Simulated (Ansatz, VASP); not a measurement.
# PbO in VASP and in Ansatz

```
Pb O
1.0
     3.98749    0.00000    0.00000
     0.00000    3.98749    0.00000
     0.00000    0.00000    5.07990
Pb O
2 2
Direct
  0.00000 0.50000 0.23316
  0.50000 0.00000 0.76684
  0.00000 0.00000 0.00000
  0.50000 0.50000 0.00000
```

Alike in both runs: functional PBEsol; k mesh 8 × 8 × 6; occupations gaussian, width 0.02 eV; no spin polarisation.

Ansatz relaxed the structure, and its values are those at the end. VASP's run is a single point on that final structure, the one shown.

|  | VASP | Ansatz |
| --- | --- | --- |
| version | VASP 6.6.1 | Ansatz 0.2.0 |
| potentials or method | VASP PAW PBE potentials, release 64 (Pb_d, O) | scalar-relativistic, plane waves, PAW |
| plane-wave cutoff (eV) | 520 | 420 |
| valence electrons in the cell | 40 | 40 |

Ansatz gave:

- gap on the k mesh at the Fermi level (eV): 1.23
- least direct gap on the mesh (eV): 2.21
- pressure (GPa): 0.0
- rms of the force components (eV/Å): 0.000

Task: Estimate VASP's values.

Result: gap on the k mesh at the Fermi level (eV): 1.24; least direct gap on the mesh (eV): 2.20; pressure (GPa): 0.1; rms of the force components (eV/Å): 0.019.

With one functional, cell and mesh, what is left measures potentials, basis and numerics.

Caveats: the PAW data sets were made with another functional, which shifts forces and pressure a little (VASP); spin-orbit coupling is left out, which as a rule narrows the gap of such compounds by several tenths of an eV. A hybrid or GW would open this gap; PBEsol tends to underestimate it. A k mesh can miss the band edges.
